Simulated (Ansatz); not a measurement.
# VO₂ at a changed volume: Quadrupolar parameters

The cell is a COD entry, relaxed with PBE at fixed cell and then changed (volume scaled by 1.06, ions relaxed).

```cif
data_VO2
_symmetry_space_group_name_H-M 'P4_2/mnm'
_symmetry_Int_Tables_number 136
_cell_length_a 4.6439
_cell_length_b 4.6439
_cell_length_c 2.9088
_cell_angle_alpha 90.000
_cell_angle_beta 90.000
_cell_angle_gamma 90.000
loop_
_atom_site_label
_atom_site_type_symbol
_atom_site_symmetry_multiplicity
_atom_site_Wyckoff_symbol
_atom_site_fract_x
_atom_site_fract_y
_atom_site_fract_z
V V 2 a 0.0000 0.0000 0.0000
O O 4 f 0.3029 0.3029 0.0000
```

One atom of each set is listed.

Computed with Ansatz: DFT, PBE, plane waves and PAW, scalar-relativistic, collinear spin, 420 eV cutoff, Γ-centred 10×10×16 k-points, Fermi–Dirac smearing 0.05 eV. Start moments as typed (μB): 1 on each V, none on the rest.

V_zz is the principal component of the electric field gradient with the largest magnitude, η = (V_xx − V_yy)/V_zz and C_Q = eQV_zz/h.

⁵¹V: I = 7/2, Q = -52.00 mb; O-17: I = 5/2, Q = -25.58 mb. Nuclear quadrupole moments: year-2017 set (Pyykkö).

Problem. Which values are expected at the nuclei?

Solution. 

```csv
site,atoms,first shell,"V_xx, V_yy, V_zz (10²¹ V/m²)",η,C_Q (MHz)
V,2,6 O at 1.95–1.99 Å,"-0.40, -0.95, 1.35",0.40,-1.69
O,4,3 V at 1.95–1.99 Å,"-0.010, -2.94, 2.96",0.99,-1.83
```

The run finds no gap above 0.1 eV (a metal, or nearly one), so the gradients can move by 10 % or more with the k-mesh. Semilocal functionals can leave a metal where correlation in the d or f shell opens a gap in the real compound, and that would change the values at and beside V. At this changed cell the PBE pressure is -10 GPa. All moments are parallel here, as the start or the cell imposes; many such compounds order antiparallel, where fields and spin densities carried over to other atoms largely cancel. The magnetic order is the one that the run reached from its start moments, not necessarily the measured one. Where η is near 1 the sign of V_zz means little.

The relaxation (4 steps) took 93 s of wall time (89 s of CPU time) and 0.95 GiB at its peak, on 1 thread of Intel Xeon 6975P-C (Granite Rapids) (x86_64; 16 cores open to the job, memory cap 3.0 GiB, no GPU), a shared host with a load of 0.5 a core.
